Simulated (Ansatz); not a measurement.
Level of theory: DFT PBE, scalar-relativistic, plane waves, PAW in Ansatz 0.2.0. All cells share a 420 eV cutoff and Γ-centred k meshes spaced at most about 0.3 Å⁻¹ (about 0.25 or finer for metals, 2π included). No spin polarisation.

These are static total energies at zero pressure.

Two forms of Mg2Zn3O were relaxed alike.

A.

```xyz
12
Lattice="3.0078 0.0000 0.0000 -1.5039 2.6048 0.0000 0.0000 0.0000 22.5269" Properties=species:S:1:pos:R:3 pbc="T T T"
Mg    1.5039    0.8683   12.5355
Mg    0.0000    1.7366    9.9913
Mg    0.0000    1.7366    1.2721
Mg    1.5039    0.8683   21.2548
Zn    0.0000    0.0000   18.9775
Zn    0.0000    1.7366   16.8951
Zn    0.0000    0.0000   14.8128
Zn    0.0000    0.0000    7.7141
Zn    1.5039    0.8683    5.6317
Zn    0.0000    0.0000    3.5493
O     0.0000    0.0000   11.2634
O     0.0000    0.0000    0.0000
```

B.

```xyz
12
Lattice="2.1447 -2.1212 0.0000 2.1447 2.1212 0.0000 -1.1178 0.0000 19.1939" Properties=species:S:1:pos:R:3 pbc="T T T"
Mg    0.4961    0.0000   13.0212
Mg    0.5142    0.0000    8.5285
Mg    2.6755    0.0000    6.1727
Mg    2.6575    0.0000   10.6654
Zn    2.6085    0.0000   14.8842
Zn    0.5632    0.0000    4.3097
Zn    2.7903    0.0000    2.6894
Zn    0.3813    0.0000   16.5045
Zn    2.2361    0.0000   18.3107
Zn    0.9355    0.0000    0.8832
O     0.5137    0.0000   10.6757
O     2.6579    0.0000    8.5182
```

Question: Which would you expect to be lower, and how large is the difference?

Answer: B is lower, by 28 meV/atom. A has space group P6_3/mmc (No. 194), 14.7 Å³/atom and no gap on its mesh; B has space group C2/m (No. 12), 14.6 Å³/atom and no gap. Counting Mg or Zn atoms around O (for each partner element, those within 1.25 times its shortest distance or 1.15 times the sum of covalent radii, where it is the nearest in units of that sum or under 1.3), A and B both have O 6. Origin: A, invented; B, invented, then shaken at random and relaxed again. The lowest form computed isn't among them: it has space group P-3m1 (No. 164), 14.7 Å³/atom and lies 11 meV/atom below the best shown.

The k mesh leaves some 4 meV/atom of noise in the energy of each metallic cell. Cells relaxed within their symmetry can be saddle points. Some candidate types were left out of the draw beforehand, so a known form may be missing.
